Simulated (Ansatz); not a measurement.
# F: a line through a two-coordinate scan

One line of a two-coordinate grid on F (C2/m, No. 12; 4 atoms in the cell): volume per atom is varied, at stretch along a over the lengths across it = 0.953.

Program: Ansatz 0.2.0. Level of theory: DFT PBEsol, scalar-relativistic, plane waves, PAW. These are calculated values, not measurements.

72 further runs of the same task are left out: 72 set aside as unsound or not needed.

### Step 1. Starting point

It takes space group C2/m (No. 12, monoclinic). The conventional cell has a = 6.219 Å, b = 3.564 Å, c = 7.507 Å, α = 90.00°, β = 112.50°, γ = 90.00°. F (site symmetry m) has 1 F at 1.40 Å as nearest neighbours.

Structure file:

```xyz
4
Lattice="3.1005 -1.7820 -0.2391 3.1005 1.7820 -0.2391 -2.3313 0.0000 7.1362" Properties=species:S:1:pos:R:3 pbc="T T T"
F     0.3070    0.0000    0.6303
F     3.5627    0.0000    6.0277
F     1.7261    0.0000    3.9970
F     2.1436    0.0000    2.6609
```

This cell was relaxed beforehand with the same method: volume 19.22 Å³/atom, gap on the mesh 3.09 eV.

### Step 2. What is varied

The energy is mapped over volume and the cell's shape.

- volume per atom: 11 values from 16.91 to 21.52 Å³
- stretch along a over the lengths across it, relative to the relaxed cell: 11 values from 0.923 to 1.083

Nothing else is relaxed (fractional coordinates fixed). Energies count from the relaxed crystal. Points are written as (first, second).

### Step 3. Grid point (16.91 Å³, 0.953)

Input file input.yaml:

```yaml
crystal:
  lattice:
    - [2.8773128062, -1.7352468866, -0.2219231858]
    - [2.8773128062, 1.7352468866, -0.2219231858]
    - [-2.1391082662, 0.0, 6.9390760206]
  atoms:
    - { symbol: F, position: [0.0848459664, 0.0848459664, 0.0940038325] }
    - { symbol: F, position: [0.9151540336, 0.9151540336, 0.9059961675] }
    - { symbol: F, position: [0.5015719855, 0.5015719855, 0.5937195244] }
    - { symbol: F, position: [0.4984280145, 0.4984280145, 0.4062804756] }
basis:
  ecutwfc: 520.0
kpoints:
  mp_grid: { grid: [4, 4, 2] }
hamiltonian:
  xc: pbesol
scf:
  occupations: { method: gaussian, width: 0.05 }
output:
  forces: true
  stress: true
  eigenvalues: true
```

Run with:

```
> ansatz run input.yaml --threads 1 --pin off --max-ram 2048MiB --backend cpu --events-out ev --progress --plain --runs-dir out
```

Further runs follow: the other points of the line.

**Question.** What will these runs give? Wanted: for each run, volume per atom; energy; slope; pressure; largest force on an atom.

**Answer**, as computed:

```
volume per atom (Å³)  step  energy (meV/atom)  slope (meV/atom per Å³)  pressure (GPa)  band gap on the k-mesh (eV)  largest force on an atom (eV/Å)
               16.91     3               22.8                    −27.9             4.5                         3.57                             1.93
               17.37     4               11.9                    −19.3             3.1                         3.42                             1.36
               17.83     5                4.9                    −11.7             1.9                         3.29                             0.84
               18.29     6                1.1                     −4.9             0.8                         3.15                             0.36
               18.76     –               0.18                      1.0            −0.2                         3.03                             0.09
               19.22     7                1.9                      6.2            −1.0                         2.91                             0.49
               19.68     8                5.8                     10.9            −1.7                         2.80                             0.86
               20.14     9               11.8                     14.9            −2.4                         2.69                             1.20
               20.60    10               19.5                     18.6            −3.0                         2.59                             1.52
               21.06     –               28.9                     21.7            −3.5                         2.50                             1.80
               21.52    11               39.5                     24.5            −3.9                         2.40                             2.07
```

Energies count from the relaxed crystal. Rows without a step come from runs not printed here or follow by symmetry. Slopes come from the forces (and the stress, where the cell changes), not from differences of energies.

What this shows: Along the line the energy is lowest at 18.76 Å³, 0.18 meV/atom from the zero. The highest point computed, at 21.52 Å³, lies 39.4 meV/atom above the lowest. This is one cut through a surface in two coordinates; the map's lowest point lies off it. The cutoff or the k-mesh is coarse on purpose, so the map is rough. In some runs cutoff or mesh lie under the advised values, so their numbers carry a basis error.

The gaps are Kohn-Sham values of a semilocal functional, not quasiparticle or optical gaps. Such gaps usually fall short of the measured ones.
